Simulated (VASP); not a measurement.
Crystal: Br.

```
Br
1.0
    -1.42349    1.42349    3.57752
     1.42349   -1.42349    3.57752
     1.42349    1.42349   -3.57752
Br
1
Direct
  0.00000 0.00000 0.00000
```

* Program: VASP 6.6.1
* Task: single point
* Functional: PBE
* Potentials or basis: VASP PAW PBE potentials, release 64 (Br)
* Cutoff: 520 eV
* k mesh: 13 × 13 × 13
* Occupations: fermi-dirac, width 0.05 eV
* Spin: no spin polarisation

On this cell: pressure 1.4 GPa; band gap on the k mesh none (metal or under the smearing width).

The same run follows on a disturbed copy (cell strained at random at fixed volume):

```
Br
1.0
    -1.37086    1.42822    3.50710
     1.54394   -1.43502    3.57868
     1.34378    1.40794   -3.50981
Br
1
Direct
  0.01208 0.00474 0.01896
```

What does the disturbed cell give?

The energy (extrapolated to zero smearing) moves by +4.5 meV/atom; pressure 1.0 GPa; band gap on the k mesh none (metal or under the smearing width).

Stress tensor (GPa, compression positive):
```
-0.13  0.10 -0.24
 0.10  1.11  0.00
-0.24  0.00  1.90
```

Caveats: an odd number of electrons without spin polarisation forces a metal; a magnetic or distorted state may lie lower.
